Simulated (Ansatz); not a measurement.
The system is PtSe2 (Sudovikovite).

```
Pt Se
1.0
     3.72400    0.00000    0.00000
    -1.86200    3.22508    0.00000
     0.00000    0.00000    5.06200
Pt Se
1 2
Cartesian
  0.0000 0.0000 0.0000
  1.8620 1.0750 3.7965
  0.0000 2.1501 1.2655
```

- Program: Ansatz 0.2.0
- Task: relaxation of cell and atoms
- Functional: BLYP
- Dispersion: D3(BJ)
- Potentials or basis: Ansatz PAW
- Cutoff: 420 eV (not typed: the program's choice for these potentials)
- k mesh: 8 × 8 × 5
- Occupations: fermi-dirac, width 0.05 eV
- Spin: no spin polarisation

At the start: volume 20.27 Å³/atom.

**Question.** How do energy, volume and symmetry change on relaxing?

**Answer.** It ends after 6 steps and the volume is 20.00 Å³/atom (-1.3 %); space group P-3m1 (No. 164, to 0.05 Å).

The path:
| step | energy change (eV) | largest force (eV/Å) | volume (Å³) |
| --- | --- | --- | --- |
| 1 | 0.0000 | 1.1067 | 60.80 |
| 2 | -0.0301 | 0.9789 | 58.93 |
| 3 | -0.1193 | 0.0512 | 61.02 |
| 4 | -0.1236 | 0.0071 | 60.13 |
| 5 | -0.1237 | 0.0005 | 60.00 |
| 6 | -0.1236 | 0.0005 | 60.00 |

Final structure:
```
Pt Se
1.0
     3.78640    0.00000    0.00000
    -1.89320    3.27912    0.00000
     0.00000    0.00000    4.83226
Pt Se
1 2
Direct
  0.00000 0.00000 0.00000
  0.66667 0.33333 0.72950
  0.33333 0.66667 0.27050
```

Caveat: the plane-wave basis is chosen anew once the cell has moved, so the energies of steps on either side of that aren't comparable; the PAW data sets come from PBE, with cores solved anew for the run's functional, which leaves a small shift of forces and pressure.
